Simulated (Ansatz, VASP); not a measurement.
# In4SbAs3 (ordered alloy, x = 0.25, built in the cubic cell of 8 atoms (invented)) in two plane-wave programs, part 2 of 2

Aim: how closely do two programs agree when they are given the same cell, functional and k mesh? The cell is generated by rule, not measured, and may not be a known phase. The cell is taken from a series of runs on this material, whose earlier steps may have relaxed, scaled, displaced or heated it; both programs get it as it stands.

VASP 6.6.1 and Ansatz 0.2.0.

So far: The structure; Ansatz: relaxation of cell and atoms, r2SCAN.

### Step 3. VASP: relaxation of cell and atoms, r2SCAN

Level of this step: r2SCAN; plane waves and PAW (Sb, As, In_d); invented cell (VASP).

The same cell, functional, mesh and smearing now go to VASP, with its own data sets.

Lines of VASP's logs that name or quote its potential files are left out, and so is its time.

INCAR reads:

```
SYSTEM = In4SbAs3
PREC = Accurate
ENCUT = 550
EDIFF = 1E-07
NELM = 120
ISMEAR = -1
SIGMA = 0.025
LREAL = .FALSE.
ALGO = Normal
METAGGA = R2SCAN
LASPH = .TRUE.
NBANDS = 44
LORBIT = 11
LWAVE = .FALSE.
LCHARG = .FALSE.
ISIF = 3
IBRION = 2
NSW = 80
EDIFFG = -0.005
GGA_COMPAT = .FALSE.
NELMIN = 4
LMIXTAU = .TRUE.
KPAR = 2
```

POSCAR reads:

```
In4SbAs3
1.0
    6.2235880000      0.0000000000      0.0000000000
    0.0000000000      6.2235880000      0.0000000000
    0.0000000000      0.0000000000      6.2235880000
Sb As In
1 3 4
Direct
    0.0000000000      0.0000000000      0.0000000000
    0.0000000000      0.5000000000      0.5000000000
    0.5000000000      0.0000000000      0.5000000000
    0.5000000000      0.5000000000      0.0000000000
    0.2581770355      0.2581770355      0.2581770355
    0.2581770355      0.7418229645      0.7418229645
    0.7418229645      0.2581770355      0.7418229645
    0.7418229645      0.7418229645      0.2581770355
```

KPOINTS reads:

```
Automatic mesh
0
Gamma
6 6 6
0 0 0
```

The projector-augmented-wave data sets are Sb, As and In_d (PBE family, release 64).

The run is started by

```console
> mpirun -np 2 vasp_std
```

Numbers of over 12 decimals in the logs are rounded to 6 here.

The log of the run:

```text
[banner, memory and clock lines left out]
running    2 mpi-ranks, on    1 nodes
 distrk:  each k-point on    1 cores,    2 groups
 distr:  one band on    1 cores,    1 groups

 POSCAR found type information on POSCAR SbAsIn
 POSCAR found :  3 types and       8 ions
|                                                                             |
|               ----> ADVICE to this user running VASP <----                  |
|                                                                             |
|     You enforced a specific xc type in the INCAR file but a different       |
|     [... a line on the potential file left out ...]
|     I HOPE YOU KNOW WHAT YOU ARE DOING!                                     |
|                                                                             |

 LDA part: xc-table for (None), standard interpolation
 POSCAR, INCAR and KPOINTS ok, starting setup
 FFT: planning ... GRIDC
 FFT: planning ... GRID_SOFT
 FFT: planning ... GRID
 WAVECAR not read
 entering main loop
       N       E                     dE             d eps       ncg     rms          rms(c)
DAV:   1     0.567302634826E+03    0.56730E+03   -0.33473E+04  1760   0.188E+03
DAV:   2    -0.815574875610E+02   -0.64886E+03   -0.63626E+03  1760   0.473E+02
DAV:   3    -0.170763812219E+03   -0.89206E+02   -0.87188E+02  2084   0.194E+02
DAV:   4    -0.175893733939E+03   -0.51299E+01   -0.51003E+01  2140   0.460E+01
DAV:   5    -0.176113730642E+03   -0.22000E+00   -0.21991E+00  2456   0.914E+00    0.125E+01
DAV:   6    -0.167411244589E+03    0.87025E+01   -0.71467E+00  2248   0.379E+01    0.596E+00
DAV:   7    -0.160751912656E+03    0.66593E+01   -0.18976E+00  1856   0.106E+01    0.239E+00
DAV:   8    -0.162701575346E+03   -0.19497E+01   -0.23220E+00  1812   0.873E+00    0.227E+00
DAV:   9    -0.162662715988E+03    0.38859E-01   -0.19723E-01  2344   0.329E+00    0.110E+00
DAV:  10    -0.162655780474E+03    0.69355E-02   -0.45751E-02  2508   0.123E+00    0.647E-01
DAV:  11    -0.162785898396E+03   -0.13012E+00   -0.17813E-01  1780   0.250E+00    0.182E-01
DAV:  12    -0.162791298907E+03   -0.54005E-02   -0.11791E-02  2136   0.582E-01    0.254E-01
DAV:  13    -0.162792589317E+03   -0.12904E-02   -0.21541E-03  2012   0.268E-01    0.285E-01
DAV:  14    -0.162794772519E+03   -0.21832E-02   -0.70283E-04  2044   0.214E-01    0.163E-01
[...]
DAV:  18    -0.162794504636E+03   -0.75031E-03   -0.29575E-04  1836   0.129E-01    0.236E-01
DAV:  19    -0.162794700590E+03   -0.19595E-03   -0.44096E-04  2284   0.146E-01    0.908E-02
DAV:  20    -0.162794774410E+03   -0.73819E-04   -0.12279E-04  2316   0.673E-02    0.372E-02
DAV:  21    -0.162794762371E+03    0.12039E-04   -0.26104E-05  2428   0.248E-02    0.509E-02
DAV:  22    -0.162794765775E+03   -0.34037E-05   -0.32222E-06  1844   0.137E-02    0.542E-02
DAV:  23    -0.162794786548E+03   -0.20773E-04   -0.10370E-05  1804   0.180E-02    0.375E-02
DAV:  24    -0.162794787722E+03   -0.11738E-05   -0.69718E-06  2124   0.218E-02    0.147E-02
DAV:  25    -0.162794787642E+03    0.79569E-07   -0.97154E-07  1848   0.445E-03
   1 F= -.16279479E+03 E0= -.16279451E+03  d E =-.162795E+03
 curvature:   0.00 expect dE= 0.000E+00 dE for cont linesearch  0.000E+00
 trial: gam= 0.00000 g(F)=  0.130E-04 g(S)=  0.955E-06 ort = 0.000E+00 (trialstep = 0.100E+01)
 search vector abs. value=  0.139E-04
 bond charge predicted
       N       E                     dE             d eps       ncg     rms          rms(c)
DAV:   1    -0.162794795711E+03   -0.79889E-05   -0.37568E-03  2820   0.329E-01    0.296E-02
DAV:   2    -0.162794794651E+03    0.10601E-05   -0.73255E-05  2652   0.852E-02    0.886E-03
DAV:   3    -0.162794796496E+03   -0.18460E-05   -0.10565E-05  2160   0.273E-02    0.383E-03
DAV:   4    -0.162794796377E+03    0.11901E-06   -0.32414E-06  1792   0.120E-02    0.263E-03
DAV:   5    -0.162794796418E+03   -0.40889E-07   -0.10626E-06  1808   0.580E-03    0.179E-03
DAV:   6    -0.162794796018E+03    0.40006E-06   -0.53052E-07  1488   0.452E-03    0.542E-04
DAV:   7    -0.162794796227E+03   -0.20885E-06   -0.28795E-07  1328   0.311E-03    0.538E-04
DAV:   8    -0.162794796267E+03   -0.39545E-07   -0.30652E-08  1076   0.123E-03
   2 F= -.16279480E+03 E0= -.16279452E+03  d E =-.862455E-05
 trial-energy change:   -0.000009  1 .order   -0.000009   -0.000014   -0.000005
 step:   1.4916(harm=  1.4916)  dis= 0.00034  next Energy=  -162.794798 (dE=-0.104E-04)
 reached required accuracy - stopping structural energy minimisation
```

From OUTCAR (step 3):

```text
ion  position               nearest neighbor table
   1  0.000  0.000  0.000-   5 2.78   6 2.78   7 2.78   8 2.78
   2  0.000  0.500  0.500-   5 2.67   6 2.67   7 2.67   8 2.67
   3  0.500  0.000  0.500-   5 2.67   6 2.67   7 2.67   8 2.67
   4  0.500  0.500  0.000-   5 2.67   6 2.67   7 2.67   8 2.67
   5  0.258  0.258  0.258-   2 2.67   3 2.67   4 2.67   1 2.78
   6  0.258  0.742  0.742-   2 2.67   3 2.67   4 2.67   1 2.78
   7  0.742  0.258  0.742-   2 2.67   3 2.67   4 2.67   1 2.78
   8  0.742  0.742  0.258-   2 2.67   3 2.67   4 2.67   1 2.78

  LATTYP: Found a simple cubic cell.
 ALAT       =     6.2235880000

 Subroutine GETGRP returns: Found 24 space group operations
 (whereof 24 operations were pure point group operations)

The static configuration has the point symmetry T_d .

 Found     20 irreducible k-points:

   k-points           NKPTS =     20   k-points in BZ     NKDIM =     20   number of bands    NBANDS=     44

   dimension x,y,z NGX =    48 NGY =   48 NGZ =   48
   dimension x,y,z NGXF=    96 NGYF=   96 NGZF=   96

   ENCUT  =  550.0 eV  40.42 Ry    6.36 a.u.  11.90 11.90 11.90*2*pi/ulx,y,z

   NELECT =      72.0000    total number of electrons

 k-points in reciprocal lattice and weights: Automatic mesh
   0.00000000  0.00000000  0.00000000       0.005
   0.16666667  0.00000000  0.00000000       0.028
   0.33333333  0.00000000  0.00000000       0.028
   0.50000000  0.00000000  0.00000000       0.014
   0.16666667  0.16666667  0.00000000       0.056
   0.33333333  0.16666667  0.00000000       0.111
   0.50000000  0.16666667  0.00000000       0.056
   0.33333333  0.33333333  0.00000000       0.056
   0.50000000  0.33333333  0.00000000       0.056
[...]
0.50000000  0.50000000  0.33333333       0.028
   0.50000000  0.50000000  0.50000000       0.005

 average (electrostatic) potential at core
       1 -92.7055       2 -54.3809       3 -54.3809       4 -54.3809       5-102.3870
       6-102.3870       7-102.3870       8-102.3870

 E-fermi :   4.1953

 k-point     1 :       0.0000    0.0000    0.0000
  band No.  band energies     occupation
    ...
     33       1.9038      2.00000
     34       4.0543      1.99293
     35       4.1746      1.39233
     36       4.1746      1.39233
     37       4.1746      1.39233
     38       5.9748      0.00000
     39       6.0118      0.00000
     40       6.0118      0.00000
     41       6.2582      0.00000
     42       6.2582      0.00000
    ...

 k-point     2 :       0.1667    0.0000    0.0000
  band No.  band energies     occupation
    ...
     32       1.9705      2.00000
     33       1.9705      2.00000
     34       2.9232      2.00000
     35       3.9205      1.99997
     36       3.9205      1.99997
     37       5.2264      0.00000
     38       6.0393      0.00000
     39       6.4056      0.00000
     40       6.4105      0.00000
     41       6.5322      0.00000
    ...

 k-point     3 :       0.3333    0.0000    0.0000
  band No.  band energies     occupation
    ...
     32       1.7966      2.00000
     33       2.2533      2.00000
     34       2.2533      2.00000
     35       3.3770      2.00000
     36       3.3770      2.00000
     37       6.0253      0.00000
     38       6.4484      0.00000
     39       6.7741      0.00000
     40       7.2168      0.00000
     41       7.4225      0.00000
    ...

  Total       -0.0076103     -0.0076103     -0.0076103      0.0000000     -0.0000000      0.0000000
  in kB       -0.0505745     -0.0505745     -0.0505745      0.0000000     -0.0000000      0.0000000
  external PRESSURE =      -0.0505745 kB  Pullay stress =       0.0000000 kB

  energy-cutoff  :      550.00
  volume of cell :      241.09
      direct lattice vectors                 reciprocal lattice vectors
     6.223860729 -0.000000000 -0.000000000     0.160671976  0.000000000 -0.000000000
    -0.000000000  6.223860729 -0.000000000     0.000000000  0.160671976  0.000000000
     0.000000000 -0.000000000  6.223860729     0.000000000  0.000000000  0.160671976

 POSITION                                       TOTAL-FORCE (eV/Angst)
 -----------------------------------------------------------------------------------
      0.00000     -0.00000      6.22386         0.000000      0.000000      0.000000
     -0.00000      3.11193      3.11193         0.000000     -0.000000     -0.000000
      3.11193      6.22386      3.11193         0.000000      0.000000     -0.000000
      3.11193      3.11193      6.22386         0.000000     -0.000000     -0.000000
      1.60663      1.60663      1.60663        -0.002040     -0.002040     -0.002040
      1.60663      4.61723      4.61723        -0.002040      0.002040      0.002040
      4.61723      1.60663      4.61723         0.002040     -0.002040      0.002040
      4.61723      4.61723      1.60663         0.002040      0.002040     -0.002040
 -----------------------------------------------------------------------------------
    total drift:                                0.000000      0.000000      0.000000

  FREE ENERGIE OF THE ION-ELECTRON SYSTEM (eV)
  ---------------------------------------------------
  free  energy   TOTEN  =      -162.7947962667 eV

  energy  without entropy=     -162.7942470274  energy(sigma->0) =     -162.79452165

 reached required accuracy - stopping structural energy minimisation

 total charge
# of ion       s       p       d       tot
------------------------------------------
    1        1.108   1.390   0.021   2.519
    2        1.218   1.575   0.020   2.814
    3        1.218   1.575   0.020   2.814
    4        1.218   1.575   0.020   2.814
    5        0.842   0.726   9.880  11.448
    6        0.842   0.726   9.880  11.448
    7        0.842   0.726   9.880  11.448
    8        0.842   0.726   9.880  11.448
--------------------------------------------------
tot          8.128   9.020  39.603  56.752

[... 3 further parts left out ...]
```

CONTCAR:

```
In4SbAs3
   1.00000000000000
     6.2238607287614229   -0.0000000000000000   -0.0000000000000000
    -0.0000000000000000    6.2238607287614229   -0.0000000000000000
     0.0000000000000000   -0.0000000000000000    6.2238607287614229
  Sb              As              In
     1     3     4
Direct
     0.0000000000000000    0.0000000000000000    1.0000000000000000
     0.0000000000000000    0.5000000000000000    0.5000000000000000
     0.5000000000000000    1.0000000000000000    0.5000000000000000
     0.5000000000000000    0.5000000000000000    1.0000000000000000
     0.2581403517915794    0.2581403517915794    0.2581403517915794
     0.2581403517915794    0.7418596482084205    0.7418596482084205
     0.7418596482084205    0.2581403517915794    0.7418596482084205
     0.7418596482084205    0.7418596482084205    0.2581403517915794
```

The run keeps the 24 symmetry operations of its start, so it cannot find a distortion of lower symmetry.

### Step 4. Side by side

Known differences besides the potentials themselves: VASP keeps PBE cores, Ansatz makes them for the functional; the data sets hold 112 valence electrons in Ansatz (on its PAW soft_1 files) and 72 in VASP; the cutoff is 500 eV in Ansatz and 550 eV in VASP; Ansatz adds a Pulay correction to the stress that steers its cell, VASP none. Total energies have different zeros and are not compared.

Compared:

| quantity | Ansatz | VASP | difference |
| --- | --- | --- | --- |
| volume (Å³) | 241.06 | 241.09 | -0.01 % |
| edge a after relaxation, in the typed setting (Å) | 6.224 | 6.224 | +0.00 % |

### Step 5. Summary of results

* difference in volume (relaxation of cell and atoms, r2SCAN): -0.013 %

What this shows: The difference in volume is -0.013 % (relaxation of cell and atoms, r2SCAN), within the 1.2 % picked in this series as the mark of a large difference, as far as the stopping tolerances let one tell. The data sets hold unlike numbers of valence electrons (112 in Ansatz and 72 in VASP), so part of the differences may come from the potentials. Such differences can come from data sets, numerical settings and the points named under the comparisons, not from the functional's error against experiment.

[Lines on the potential files, build, host, timing and source positions are cut from VASP's logs without a mark.]

[Logs are printed without paths, hosts, clocks, repeated set-up lines and the standing remarks that a program may print on its own settings, such as how far it seeks lower states.]

[Hosts, paths, dates, database ids (printed as entryN), source tags and the programs' standing remarks are cut or masked in the printed files.]
